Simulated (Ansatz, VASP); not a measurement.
## One calculation of W, two programs

```
W
1.0
     2.77169    0.00000    0.00000
     0.00000    4.79813    0.00000
     0.00000    0.00000    4.85715
W
4
Direct
  0.79317 0.93684 0.75000
  0.20683 0.43684 0.75000
  0.20683 0.06316 0.25000
  0.79317 0.56316 0.25000
```

This isn't the form of W at room conditions, which is bcc.

Alike in both runs: task single point; functional PBEsol; k mesh 9 × 6 × 6; occupations fermi-dirac, width 0.05 eV; no spin polarisation.

|  | VASP | Ansatz |
| --- | --- | --- |
| version | VASP 6.6.1 | Ansatz 0.2.0 |
| potentials or method | VASP PAW PBE potentials, release 64 (W_sv) | Ansatz PAW |
| plane-wave cutoff (eV) | 520 | 420 |
| valence electrons in the cell | 56 | 56 |

```csv
,VASP,Ansatz,Ansatz less VASP
gap on the k mesh at the Fermi level (eV),none,none,-
pressure (GPa),1.2,0.6,-0.64
largest component of the traceless stress (GPa),1.26,1.23,-0.028
rms of the force components (eV/Å),0.113,0.107,-0.0054
```

Atom by atom the forces differ by 0.006 eV/Å (rms over components). A gap of «none» marks a metal or a gap that the smearing closes. With one functional, cell and mesh, what is left measures potentials, basis and numerics.

Caveats: the PAW data sets were made with another functional, which shifts forces and pressure a little (VASP); the PAW data sets come from PBE, with cores solved anew for the run's functional, which leaves a small shift of forces and pressure (Ansatz). Spin-orbit coupling is left out, which matters for the levels of W.
